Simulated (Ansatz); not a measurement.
# Band structure of GdN

```
Gd N
1.0
     0.00000    2.66847    2.66847
     2.66847    0.00000    2.66847
     2.66847    2.66847    0.00000
Gd N
1 1
Direct
  0.00000 0.00000 0.00000
  0.25000 0.25000 0.25000
```

Atoms are numbered in the order listed.

The structure comes from a relaxation in the same program, started in the zincblende type, and has space group F-43m. Whether it is a known phase or the ground state wasn't checked.

Where the f shell is localised, expect the real compound to differ from this run without U.

Other magnetic orders may lie lower; this is the state that the run reached.

Spin–orbit coupling is left out, though it moves levels of the heavy atoms by tenths of an eV or more.

Theory: DFT, PBE, all-electron LAPW, scalar-relativistic (Ansatz 0.2.0).

Sampling and basis: a Γ-centred 12×12×12 k mesh, Fermi–Dirac smearing of 0.03 eV, basis error target 0.25 meV/atom, spin-polarised from start moments Gd1 7 μB, ending with a cell moment of 7.00 μB.

Points in fractions of the reciprocal vectors of this cell: Γ (0, 0, 0), X (-0.5, -0.5, 0), U (-0.375, -0.375, 0.25), K (-0.375, 0, 0.375), L (0, 0, 0.5), W (-0.5, -0.25, 0.25). The path joins them by straight lines in the order Γ–X–U–K–Γ–L–W–X; legs that retrace an earlier one aren't tabulated. Energies are in eV from the top of the valence band.

Metal or insulator at this level of theory?

An insulator or semiconductor: gap 1.18 eV, indirect from X (-0.5, -0.5, 0) to Γ.

Tabulate bands 15 to 21 of the spin-down channel, counted from the lowest band of the run, along the path.


| k (1/Å) | point | band 15 | band 16 | band 17 | band 18 | band 19 | band 20 | band 21 |
| --- | --- | --- | --- | --- | --- | --- | --- | --- |
| 0.00 | Γ | -12.07 | -1.82 | -1.82 | -1.82 | 1.18 | 2.56 | 2.56 |
| 0.29 |  | -11.82 | -2.16 | -1.62 | -1.62 | 1.66 | 2.54 | 2.56 |
| 0.59 |  | -11.31 | -2.57 | -1.10 | -1.10 | 2.14 | 2.49 | 2.57 |
| 0.88 |  | -10.91 | -2.72 | -0.49 | -0.49 | 2.24 | 2.48 | 2.52 |
| 1.18 | X | -10.77 | -2.76 | -0.19 | -0.19 | 2.31 | 2.48 | 2.50 |
| 1.28 |  | -10.77 | -2.71 | -0.22 | -0.22 | 2.31 | 2.48 | 2.50 |
| 1.39 |  | -10.76 | -2.58 | -0.29 | -0.29 | 2.31 | 2.49 | 2.50 |
| 1.49 |  | -10.75 | -2.38 | -0.41 | -0.40 | 2.31 | 2.50 | 2.50 |
| 1.59 | U | -10.75 | -2.14 | -0.57 | -0.54 | 2.31 | 2.50 | 2.51 |
| 1.77 |  | -10.76 | -1.91 | -0.99 | -0.40 | 2.31 | 2.50 | 2.51 |
| 1.95 |  | -10.76 | -1.53 | -1.47 | -0.35 | 2.31 | 2.50 | 2.52 |
| 2.13 |  | -10.76 | -1.91 | -0.99 | -0.40 | 2.31 | 2.50 | 2.51 |
| 2.31 | K | -10.75 | -2.14 | -0.57 | -0.54 | 2.31 | 2.50 | 2.51 |
| 2.63 |  | -10.91 | -1.55 | -1.25 | -1.01 | 2.28 | 2.50 | 2.52 |
| 2.94 |  | -11.29 | -2.00 | -1.43 | -1.32 | 2.16 | 2.50 | 2.55 |
| 3.25 |  | -11.80 | -2.05 | -1.71 | -1.62 | 1.69 | 2.54 | 2.56 |
| 3.56 | Γ | -12.07 | -1.82 | -1.82 | -1.82 | 1.18 | 2.56 | 2.56 |
| 3.82 |  | -11.88 | -1.98 | -1.73 | -1.73 | 1.56 | 2.55 | 2.56 |
| 4.07 |  | -11.50 | -2.00 | -1.52 | -1.52 | 2.02 | 2.51 | 2.56 |
| 4.33 |  | -11.21 | -1.62 | -1.35 | -1.35 | 2.18 | 2.49 | 2.54 |
| 4.58 | L | -11.11 | -1.33 | -1.29 | -1.29 | 2.22 | 2.47 | 2.54 |
| 4.79 |  | -11.04 | -1.42 | -1.29 | -1.13 | 2.24 | 2.48 | 2.53 |
| 5.00 |  | -10.89 | -1.51 | -1.38 | -0.74 | 2.28 | 2.50 | 2.52 |
| 5.21 |  | -10.76 | -1.53 | -1.47 | -0.35 | 2.31 | 2.50 | 2.52 |
| 5.42 | W | -10.71 | -1.57 | -1.43 | -0.21 | 2.33 | 2.49 | 2.52 |
| 5.56 |  | -10.72 | -2.00 | -1.00 | -0.21 | 2.33 | 2.49 | 2.51 |
| 5.71 |  | -10.74 | -2.40 | -0.57 | -0.20 | 2.32 | 2.49 | 2.49 |
| 5.86 |  | -10.76 | -2.66 | -0.29 | -0.19 | 2.31 | 2.49 | 2.50 |
| 6.00 | X | -10.77 | -2.76 | -0.19 | -0.19 | 2.31 | 2.48 | 2.50 |
